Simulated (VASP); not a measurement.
TePb:

```
Te Pb
1.0
     0.00000    3.23100    3.23100
     3.23100    0.00000    3.23100
     3.23100    3.23100    0.00000
Te Pb
1 1
Direct
  0.50000 0.50000 0.50000
  0.00000 0.00000 0.00000
```

```yaml
Program: VASP 6.6.1
Task: relaxation of cell and atoms
Functional: RPBE
Potentials_or_basis: VASP PAW PBE potentials, release 64 (Te, Pb_d)
Cutoff: 600 eV
k_mesh: 8 × 8 × 8
Occupations: gaussian, width 0.03 eV
Spin: no spin polarisation
```

At the start: pressure 3.6 GPa; volume 33.73 Å³/atom.

Where does the relaxation end?

Over 3 steps the energy falls by 32.2 meV/atom and the volume is 36.80 Å³/atom (+9.1 %); space group Fm-3m (No. 225, to 0.05 Å).

Step by step:
| step | energy change (eV) | largest force (eV/Å) | pressure (GPa) | volume (Å³) |
| --- | --- | --- | --- | --- |
| 1 | 0.0000 | 0.0000 | 3.61 | 67.46 |
| 2 | -0.0611 | 0.0000 | -0.67 | 75.15 |
| 3 | -0.0644 | 0.0000 | 0.01 | 73.60 |

Final structure:
```cif
data_structure
_symmetry_space_group_name_H-M 'P 1'
_symmetry_Int_Tables_number 1
_cell_length_a 4.7040
_cell_length_b 4.7040
_cell_length_c 4.7040
_cell_angle_alpha 60.000
_cell_angle_beta 60.000
_cell_angle_gamma 60.000
_cell_volume 73.60
loop_
_atom_site_label
_atom_site_type_symbol
_atom_site_fract_x
_atom_site_fract_y
_atom_site_fract_z
_atom_site_occupancy
Te1 Te 0.50000 0.50000 0.50000 1
Pb1 Pb 0.00000 0.00000 0.00000 1
```

Caveat: the PAW data sets were made with another functional, which shifts forces and pressure a little.
